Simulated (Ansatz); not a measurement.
**A defect in a wire: W wire along [111], 4 atoms a period, Sn in place of one W**

Wanted: the relaxed defect and the transmission past it, beside the channels of the perfect wire.

Calculated with Ansatz 0.2.0; DFT PBE, plane waves, PAW; relaxation of a wire's period, in the first sound run; inputs show where later runs differ.

## Step 1: Set-up

The cell holds 4 atoms: 4 W. Cell: a = 11.283 Å, b = 9.388 Å, c = 2.745 Å, α = 90.0°, β = 90.0°, γ = 90.0°. Vacuum lies along a and b. The structure's axis is c.

Structure file:

```cif
data_structure
_symmetry_space_group_name_H-M 'P 1'
_symmetry_Int_Tables_number 1
_cell_length_a 11.2830
_cell_length_b 9.3880
_cell_length_c 2.7453
_cell_angle_alpha 90.000
_cell_angle_beta 90.000
_cell_angle_gamma 90.000
_cell_volume 290.80
loop_
_atom_site_label
_atom_site_type_symbol
_atom_site_fract_x
_atom_site_fract_y
_atom_site_fract_z
_atom_site_occupancy
W1 W 0.30134 0.50002 0.00000 1
W2 W 0.50000 0.36216 0.33333 1
W3 W 0.50000 0.63787 0.66667 1
W4 W 0.69867 0.50002 0.00000 1
```

## Step 2: The relaxed wire

Band widths follow the bond lengths, so the wire is relaxed first. The atoms and the third cell vector are free; the box across stays fixed as vacuum. A Fermi-Dirac smearing is set since the result may be a metal. The pressure printed is a third of the stress's trace over the whole box, vacuum included; only the stress along the axis is relaxed.

input.yaml reads:

```yaml
crystal:
  lattice:
    - [11.283, 0.0, 0.0]
    - [0.0, 9.388, 0.0]
    - [0.0, 0.0, 2.74530053]
  atoms:
    - { symbol: W, position: [0.301338297, 0.500015667, 0.0] }
    - { symbol: W, position: [0.500002526, 0.362164465, 0.333333333] }
    - { symbol: W, position: [0.500002526, 0.637866869, 0.666666667] }
    - { symbol: W, position: [0.698666755, 0.500015667, 0.0] }
kpoints:
  mp_grid: { grid: [1, 1, 30] }
scf:
  occupations: { method: fermi_dirac, width: 0.05 }
hamiltonian:
  xc: pbe
relax:
  cell: { fix: [a, b, alpha, beta, gamma] }
  max_steps: 60
```

The run is started by

```sh
ansatz run input.yaml --threads 16 --pin off --max-ram 61440MiB --backend cuda --events-out ev --progress --plain --runs-dir out --max-vram 78GiB
```

Numbers of over 12 decimals in the logs are rounded to 6 here.

Output:

```text
Engine: ansatz 0.2.0, aarch64-unknown-linux-gnu
Pseudopotentials: kind: paw
Pseudopotential: W, paw, valence charge 14, recommended cutoff 420 eV (normal), W.paw.azcp
Functional definition: PBE
  parameter kappa = 0.804
  parameter beta = 0.066725
  exchange = pbe_x(kappa = kappa, mu = beta*pi^2/3)
  correlation = pbe_c(beta = beta)
[...]
Crystal: 4 atoms, lattice volume = 290.795 Å³
Basis set: ecut = 420 eV, 5687 PW (Γ), exchange–correlation on 160×128×40 points (8 copies of the dense FFT grid, shifted against one another)
Bands: 34, of which v1, the nominal top of the filled ones, is band 28 counted from 1 (27 counted from 0)
Symmetry: 4 space group operations
Space group: P2/m (ITA 10), of the structure as read, at distance tolerance 6.6e-5 Å
k-points: 16 of 30
Non-local potential: W, projectors of the file, l = 0: 3, l = 1: 2, l = 2: 2, l = 3: 1
PAW form: soft (Blöchl's): semilocal exchange-correlation on the pseudo side does not see the compensation charge
PAW one-centre angular grid: W, 590 points (default); XC on 64 Gauss nodes
Initial density: superposition of atomic densities (neutral atoms: chi_scale 0, normalization atom), corrected by the library's trained network
Initial wavefunctions: pseudopotential atomic-orbital guess
[...]
Functional: x = pbe(κ = 0.804, μ = 0.219515), c = pbe(β = 0.066725)
SCF iter   1: F=—  HF=-41527.790203 eV  |F-HF|=—  |Δ(HF+E_count)|=         —  Δρ=4.66e-3  dr2=5.76e-2  ethr=1.77e-3  ⟨swp⟩=7.9  Hψ=2502  notcnv=0
preconditioner: auto → LDOS  [metal: Δε(μ)=0.023 eV  Ē_g=3.157 eV  σ=0.050 eV  W_gap=0.11  n_scr=32 (ndim 8)  ℏωp=10.7 eV  f_vac=0.561  D(μ)=9.43/eV (n_scr^D=60)  β→1.0]
SCF iter   2: F=—  HF=-41527.797016 eV  |F-HF|=—  |Δ(HF+E_count)|=   6.81e-3  Δρ=2.70e-3  dr2=4.35e-2  ethr=1.03e-4  ⟨swp⟩=2.8  Hψ=1198  notcnv=0
[...]
SCF iter   9: F=-41527.793125 eV  HF=-41527.793125 eV  |F-HF|=1.97e-9  |Δ(HF+E_count)|=   1.83e-8  Δρ=8.85e-7  dr2=3.39e-9  ethr=1.79e-10  ⟨swp⟩=5.3  Hψ=2035  notcnv=0
SCF 1 converged in 9 iterations: F = -41527.793125 eV  dr2 = 3.39e-9
  greatest PAW one-centre occupation: 1.000 electrons in one spin orbital (limit 2), on the W atom at site 3 (counted from 0), in its partial waves of l = 0
relax step   1: F+E_penalty+E_count = -41527.79312519 eV  Δ(F+E_penalty+E_count) = +0.000e0 eV  max|allowed force component| = 3.576e0 eV/Å  Δτ_max = 0.0000 Å  P = -7.163 GPa  Ω = 290.795 Å³  fix = [a, b, alpha, beta, gamma]  reactions: a -8.962, b -4.300 GPa; alpha -1.035 GPa/rad  (9 SCF iters, dr2 threshold 1.00e-7 eV, accepted)
[...]
Crystal: 4 atoms, lattice volume = 285.135 Å³
Basis set: ecut = 420 eV, 5587 PW (Γ), exchange–correlation on 160×128×40 points (8 copies of the dense FFT grid, shifted against one another)
[...]
SCF iter   1: F=—  HF=-41529.682646 eV  |F-HF|=—  |Δ(HF+E_count)|=         —  Δρ=1.87e-2  dr2=3.81e0  ethr=3.10e-3  ⟨swp⟩=10.1  Hψ=2759  notcnv=0
preconditioner: auto → LDOS  [metal: Δε(μ)=0.078 eV  Ē_g=4.069 eV  σ=0.050 eV  W_gap=0.36  n_scr=32 (ndim 8)  ℏωp=10.8 eV  f_vac=0.596  D(μ)=2.49/eV (n_scr^D=10)  β→1.0]
SCF iter   2: F=—  HF=-41533.227597 eV  |F-HF|=—  |Δ(HF+E_count)|=    3.54e0  Δρ=5.04e-2  dr2=4.26e1  ethr=3.10e-3  ⟨swp⟩=4.2  Hψ=1478  notcnv=0  defer=1  recentre
[...]
SCF iter   9: F=-41529.189460 eV  HF=-41529.189460 eV  |F-HF|=3.39e-8  |Δ(HF+E_count)|=   6.00e-8  Δρ=4.70e-6  dr2=1.14e-7  ethr=7.14e-10  ⟨swp⟩=6.0  Hψ=2259  notcnv=0
SCF 2 converged in 9 iterations: F = -41529.189460 eV  dr2 = 1.14e-7
relax step   2: F+E_penalty+E_count = -41529.18945978 eV  Δ(F+E_penalty+E_count) = -1.396e0 eV  max|allowed force component| = 1.646e0 eV/Å  Δτ_max = 0.1950 Å  P = +0.754 GPa  Ω = 285.135 Å³  energy of the carried Pulay correction = +4.243e-4 eV  fix = [a, b, alpha, beta, gamma]  reactions: a -0.474, b +2.200 GPa; alpha -0.809 GPa/rad  (9 SCF iters, dr2 threshold 4.00e-7 eV, accepted)
[...]
Crystal: 4 atoms, lattice volume = 283.900 Å³
[...]
iter 1 solved again at ethr=3.43e-4 eV; its pass at ethr=3.10e-3 eV (dr2=1.92e-1 eV) is discarded
[...]
SCF iter   8: F=-41529.306744 eV  HF=-41529.306744 eV  |F-HF|=1.39e-8  |Δ(HF+E_count)|=   7.10e-8  Δρ=4.61e-6  dr2=1.37e-7  ethr=7.14e-10  ⟨swp⟩=5.9  Hψ=2177  notcnv=0
SCF 3 converged in 8 iterations: F = -41529.306744 eV  dr2 = 1.37e-7
[...]
SCF 4 converged in 7 iterations: F = -41529.350702 eV  dr2 = 8.73e-8
[...]
SCF 5 converged in 6 iterations: F = -41529.353240 eV  dr2 = 2.11e-7
[...]
SCF 6 converged in 6 iterations: F = -41529.353309 eV  dr2 = 6.96e-9
[...]
SCF 7 converged in 5 iterations: F = -41529.353323 eV  dr2 = 7.52e-9
[...]
SCF 8 converged in 6 iterations: F = -41529.352799 eV  dr2 = 2.96e-11
relax step   8: F+E_penalty+E_count = -41529.35279900 eV  Δ(F+E_penalty+E_count) = +5.241e-4 eV  max|allowed force component| = 1.587e-3 eV/Å  Δτ_max = 0.0000 Å  P = +0.021 GPa  Ω = 284.224 Å³  fix = [a, b, alpha, beta, gamma]  reactions: a -0.061, b +0.127 GPa; alpha -0.001 GPa/rad  stress off target by 1.78e-3 GPa on what of the cell is left free  SCF on the basis re-selected at this cell (its energy is not comparable with the rows above)  (6 SCF iters)
basis re-selected at this cell: Δ(F+E_penalty+E_count) = +5.241e-4 eV, ΔP = +0.002 GPa vs the last step (what re-selecting the basis moved, of the pressure what is left beyond the Pulay correction that the steps carried, after the strain that the cell walked since its last selection, with what the two solves' SCF thresholds leave and, on support functions, any second-order correction that the steps lacked; it is no measure of the basis error at this ecutwfc). The dense FFT grid was sized anew with the basis: this SCF ran on 80×64×18 points, the steps before it on 80×64×20, so part of this shift can come from that change (see relax.cell in the input reference). [rest of the remark cut]
SCF converged after 6 iterations
Free energy (F): -41529.352799 eV
Harris-Foulkes:  -41529.352799 eV  (|F-HF|=7.28e-12)
Internal energy: -41529.316464 eV  (E = F + TS)
E sigma→0 (E₀):  -41529.334631 eV
Entropy (-TS):   -0.036335 eV (-9.084 meV/atom)
Fermi energy:    1.844195 eV
--- Per-component energies (eV) ---
  E_band       = -1456.212802
  E_kinetic    = 1790.239147
  E_local      = -18189.911467  (includes V_loc(G=0)·N_el)
  E_nonlocal   = 16.042915
  E_hartree    = 8185.179676
  E_xc         = -1057.251368
  E_vxc        = -941.263184  (∫ρ·V_xc dr)
  E_paw        = -34252.274637  (= ΣΔE_a)
  E_vpaw       = -501.679048  (= ΣTr[D̂ρ^β])
  E_aug_tail   = -0.000245  (compensation charges beyond the density's cutoff)
  E_ewald      = 1978.659515
  E_smearing   = -0.036335  (= −TS)
  E_closure    = 0.000000  (closes the sum)
  Σ components = -41529.352799   (vs F -41529.352799, Δ=0.00e0)
--- Forces (eV/Å), atoms counted from 1 ---
  atom   1  W     -0.00047508     0.00000000    -0.00000000
  atom   2  W     -0.00000000    -0.00158731     0.00005094
  atom   3  W     -0.00000000     0.00158731    -0.00005094
  atom   4  W      0.00047508     0.00000000     0.00000000
  max |Σ_I F_I| component: 1.36e-20 eV/Å
--- Stress (GPa, compression-positive) ---
       -0.060714       0.000000      -0.000000
        0.000000       0.126733       0.000889
       -0.000000       0.000889      -0.001784
  P = ⅓ Tr σ = 0.0214 GPa (0.214 kbar)
--- Band table (eV; the first three rows and the last of 16) ---
  k-point 0: bands = [... 24 lower, 0.2876, 0.6067, 1.3484, 1.6314, 2.0147, 2.8100, 2.8824, 2.8941, ... 2 higher]
  k-point 1: bands = [... 24 lower, 0.2727, 0.6167, 1.2836, 1.6712, 1.9533, 2.7774, 2.8608, 2.8783, ... 2 higher]
  k-point 2: bands = [... 24 lower, 0.3103, 0.6404, 1.1421, 1.7443, 1.7884, 2.6799, 2.8055, 2.8191, ... 2 higher]
  k-point 15: bands = [... 24 lower, 1.4451, 1.5397, 1.6284, 2.8503, 2.8547, 3.2552, 3.5518, 4.2583, ... 2 higher]
--- Relaxed structure (7 steps of the walk, 7 accepted, 1 SCFs on fresh bases) ---
  F+E_penalty+E_count = -41529.35279900 eV   max|allowed force component| = 1.587e-3 eV/Å   (the final SCF, on the basis selected at the relaxed cell)
  cell:  # Å, volume = 284.2242 Å³
    - [11.283, 0.0, 0.0]
    - [0.0, 9.388, 0]
    - [0.0, 0, 2.683264]
  atoms:
    - { symbol: W, position: [0.321836, 0.500015667, 0] }
    - { symbol: W, position: [0.500003, 0.370295, 0.292252] }
    - { symbol: W, position: [0.500003, 0.629736, 0.707748] }
    - { symbol: W, position: [0.678169, 0.500015667, 0] }
```

Wall time 3.7 s (1 × NVIDIA GB200 with 16 threads of Arm Neoverse V2, shared host); peak memory 1.2 GiB; 14 s of CPU time.

The steps of the relaxation:

```csv
step,energy less that of the first step (eV),largest force component (eV/Å),pressure (GPa),volume (Å³)
1,0.0000,3.5762,-7.16,290.80
2,-1.3963,1.6460,0.75,285.14
3,-1.5136,0.6983,-0.09,283.90
4,-1.5576,0.1591,0.08,284.08
5,-1.5601,0.0370,-0.02,284.27
6,-1.5602,0.0152,0.04,284.23
7,-1.5602,0.0015,0.02,284.22
8*,-1.5597,0.0016,0.02,284.22
```

Relaxation steps marked * repeat the geometry before them on a plane-wave basis chosen anew for their cell, so energy and pressure can jump there.

The run keeps the 4 symmetry operations that it works with, so distortions that break them were not tested.

```csv
cell as run,before,after,change
c (Å),2.745,2.683,-2.3 %
```

The atoms that moved most (Å, along periodic axes as changes of fractional coordinates times the final cell, across vacuum about the mean position):

```csv
atom,dx,dy,dz,length
W1,0.231,0.000,0.000,0.231
W4,-0.231,0.000,0.000,0.231
W2,0.000,0.076,-0.110,0.134
W3,0.000,-0.076,0.110,0.134
```

Final coordinates:

```cif
data_structure
_symmetry_space_group_name_H-M 'P 1'
_symmetry_Int_Tables_number 1
_cell_length_a 11.2830
_cell_length_b 9.3880
_cell_length_c 2.6833
_cell_angle_alpha 90.000
_cell_angle_beta 90.000
_cell_angle_gamma 90.000
_cell_volume 284.22
loop_
_atom_site_label
_atom_site_type_symbol
_atom_site_fract_x
_atom_site_fract_y
_atom_site_fract_z
_atom_site_occupancy
W1 W 0.32184 0.50002 0.00000 1
W2 W 0.50000 0.37030 0.29225 1
W3 W 0.50000 0.62974 0.70775 1
W4 W 0.67817 0.50002 0.00000 1
```

Numbers from this step:

```yaml
energy_at_zero_smearing: -41529.3346 eV
cell_length_along_the_wire: 2.683 Å
```

The cell's length comes to 2.683 Å with spin left out.

## Step 3: The wire at its relaxed period

This step: DFT PBE, plane waves, PAW; channels and complex bands of a perfect wire (Ansatz 0.2.0).

At the relaxed period the Bloch states of the perfect wire are found at each energy: those that move forward count the open channels, and those that decay describe how a disturbance dies away inside the wire itself. An energy step of 0.035 eV is under the 0.039 eV that the program asks for its thermal average at 300 K.

input.yaml reads:

```yaml
crystal:
  lattice:
    - [11.283, 0.0, 0.0]
    - [0.0, 9.388, 0.0]
    - [0.0, 0.0, 2.6832635261]
  atoms:
    - { symbol: W, position: [0.321836155, 0.500015667, 0.0] }
    - { symbol: W, position: [0.500002526, 0.370295164, 0.292251732] }
    - { symbol: W, position: [0.500002526, 0.62973617, 0.707748268] }
    - { symbol: W, position: [0.678168897, 0.500015667, 0.0] }
kpoints:
  mp_grid: { grid: [1, 1, 30] }
scf:
  occupations: { method: fermi_dirac, width: 0.05 }
hamiltonian:
  xc: pbe
output:
  transmission:
    e_range: [-1.5, 1.5]
    de: 0.035
    kmesh: [1, 1]
    reduced_basis: true
    leads: [[0, 0]]
```

Output:

```text
[...]
device memory: the entry about to start is reckoned to put 17.3 GiB on a device that reports 152.0 GiB free (of which the cap on the GPU budget leaves the run 78.0 GiB)
GPU FFT provider: cuFFT
GPU libraries: cuBLAS 13.8.1, cuFFT 12.4.0, cuSOLVER 12.3.2
GPU matrix products: emulated (plane waves: as basis.precision tells), large ones in fixed point in workspaces of 1.00 GiB
Crystal: 4 atoms, lattice volume = 284.224 Å³
Basis set: ecut = 420 eV, 5587 PW (Γ)
Bands: 34, of which v1, the nominal top of the filled ones, is band 28 counted from 1 (27 counted from 0)
Symmetry: 4 space group operations
[...]
k-points: 16 of 30
[...]
GPU buffer pool allocated for 92160 grid points (all kernels)
GPU transforms: local potential and band sums: pruned to the plane-wave sphere, on 75×64×18
[...]
SCF iter   1: F=—  HF=-41529.354694 eV  |F-HF|=—  |Δ(HF+E_count)|=         —  Δρ=6.12e-3  dr2=1.06e-1  ethr=1.77e-3  ⟨swp⟩=8.1  Hψ=2584  notcnv=0
[...]
SCF iter   9: F=-41529.352884 eV  HF=-41529.352884 eV  |F-HF|=7.13e-10  |Δ(HF+E_count)|=   3.53e-8  Δρ=1.13e-6  dr2=6.45e-9  ethr=1.79e-10  ⟨swp⟩=5.0  Hψ=1447  notcnv=0
SCF 1 converged in 9 iterations: F = -41529.352884 eV  dr2 = 6.45e-9
[...]
transmission: 4 of 4 steps passed
SCF converged after 9 iterations
Free energy (F): -41529.352884 eV
[...]
Internal energy: -41529.316550 eV  (E = F + TS)
E sigma→0 (E₀):  -41529.334717 eV
Entropy (-TS):   -0.036334 eV (-9.084 meV/atom)
Fermi energy:    1.844210 eV
[...]
--- Band table (eV; the first three rows and the last of 16) ---
  k-point 0: bands = [... 24 lower, 0.2876, 0.6067, 1.3484, 1.6314, 2.0147, 2.8100, 2.8824, 2.8942, ... 2 higher]
  k-point 1: bands = [... 24 lower, 0.2727, 0.6167, 1.2836, 1.6713, 1.9533, 2.7774, 2.8608, 2.8784, ... 2 higher]
  k-point 2: bands = [... 24 lower, 0.3103, 0.6403, 1.1421, 1.7443, 1.7884, 2.6799, 2.8055, 2.8192, ... 2 higher]
  k-point 15: bands = [... 24 lower, 1.4451, 1.5397, 1.6284, 2.8503, 2.8547, 3.2552, 3.5518, 4.2583, ... 2 higher]
--- Transmission ---
  basis      : 927 plane waves across, 4 finite elements along
  points     : 1, standing for a mesh of 1 x 1
  on the GPU : 1 of these points
  filling    : by the input's occupations and mesh, since the crystals that have channels conduct as metals do. If one of these is a semiconductor, that mesh has misplaced its level
  energies   : 86 from -1.500000 to 1.475000 eV about the Fermi level, 0.035000 eV apart; the leads are filled to 0.000000 eV, and channels, transmission and decay are at 0.005000 eV
  crystal 0  : W4, at the sites [0, 0], period 2.6833 Å: whole cells are its period
    offset         : up to 0.0000 Å between an atom of the period and one for which it stands
    filled         : 5.6 meV under the level at which it is neutral
    channels       : 5.000000e0 a spin
    conductance    : 3.6563e14 S/m² at 300 K; may be off by some 0.0 % by where its bands' edges are placed, 0.0 % from the distance to neutral
```

Elapsed: 61 s, on 1 × NVIDIA GB200 with 16 threads; peak memory 7.9 GiB; 8 min of CPU time.

The column dr2 measures how far the density is from self-consistency, as an energy; F and HF (Harris–Foulkes) agree once it is small.

Numbers from this step:

| Property | Result |
| --- | --- |
| energy at zero smearing | -41529.3347 eV |
| channels of the lower lead | 5 |
| conductance of the lead as this run defines it | 4.999 G₀ |
| band gap on the path through both edges | 0 eV |

The open channels of the lead, one spin by energy, zero at the Fermi level:

energy (eV), open channels of the lead, one spin and a bar from the least value:
```
    -1.50       3.00 #####
    -1.40       3.00 #####
    -1.29       3.00 #####
    -1.19       6.00 ####################
    -1.08       4.00 ##########
    -0.97       2.00 
    -0.87       6.00 ####################
    -0.77       6.00 ####################
    -0.69       6.00 ####################
    -0.59       6.00 ####################
    -0.48       5.00 ###############
    -0.38       4.00 ##########
    -0.28       5.00 ###############
    -0.17       5.00 ###############
    -0.07       5.00 ###############
     0.01       5.00 ###############
     0.04       5.00 ###############
     0.14       5.00 ###############
     0.25       4.00 ##########
     0.35       4.00 ##########
     0.46       6.00 ####################
     0.56       6.00 ####################
     0.67       6.00 ####################
     0.74       8.00 ##############################
     0.84       8.00 ##############################
     0.95       8.00 ##############################
     1.05       3.00 #####
     1.16       3.00 #####
     1.26       5.00 ###############
     1.37       5.00 ###############
     1.48       4.00 ##########
```

The slowest values at each energy, most degenerate partners merged, listed up to 1.5 1/Å. Im kz of the slowest decaying states against energy, zero at the Fermi level:

```csv
energy (eV),decay 1 (Å⁻¹),decay 2 (Å⁻¹),decay 3 (Å⁻¹),decay 4 (Å⁻¹)
-1.500,0.128,0.147,0.163,0.185
-1.395,0.107,0.123,0.157,0.205
-1.290,0.0207,0.0645,0.109,0.154
-1.185,0.0676,0.078,0.372,0.387
-1.115,0.0765,0.0984,0.127,0.366
-1.010,0.00734,0.0473,0.113,0.170
-0.905,0.114,0.184,0.340,0.367
-0.800,0.119,0.185,0.321,0.357
-0.695,0.141,0.178,0.295,0.346
-0.590,0.153,0.180,0.260,0.333
-0.485,0.0294,0.160,0.189,0.213
-0.415,0.0724,0.148,0.161,0.232
-0.310,0.0317,0.0563,0.0822,0.159
-0.205,0.0602,0.134,0.153,0.265
-0.100,0.142,0.184,0.186,0.237
0.005,0.126,0.202,0.203,0.241
0.110,0.146,0.152,0.203,0.279
0.215,0.0556,0.0649,0.164,0.208
0.285,0.0708,0.103,0.164,0.212
0.390,0.0405,0.139,0.154,0.216
0.495,0.135,0.166,0.219,0.313
0.600,0.108,0.187,0.220,0.303
0.705,0.0523,0.204,0.218,0.290
0.810,0.214,0.219,0.271,0.353
0.915,0.205,0.230,0.241,0.349
0.985,0.0622,0.196,0.212,0.236
1.090,0.104,0.122,0.124,0.138
1.195,0.153,0.161,0.192,0.264
1.300,0.155,0.194,0.245,0.276
1.405,0.163,0.218,0.269,0.291
```

By hand: the program gives 3.6563 × 10^14 S/m² over the cell's cross-section of 105.92 Å² = 1.059 × 10^-18 m², so one cell conducts 3.873 × 10^-4 S. Divided by G0 = 2e²/h = 7.748 × 10^-5 S this is 5.00 G0, a resistance of 2.58 kΩ.

At the computed energy nearest the Fermi level there are 5 channels a spin, and the thermal average gives 5.00 G₀.

[end of part 1 of 3]

[Logs are printed without paths, hosts, clocks, repeated set-up lines and the standing remarks that a program may print on its own settings, such as how far it seeks lower states.]

[Hosts, paths, dates, database ids (printed as entryN), source tags and the programs' standing remarks are cut or masked in the printed files.]
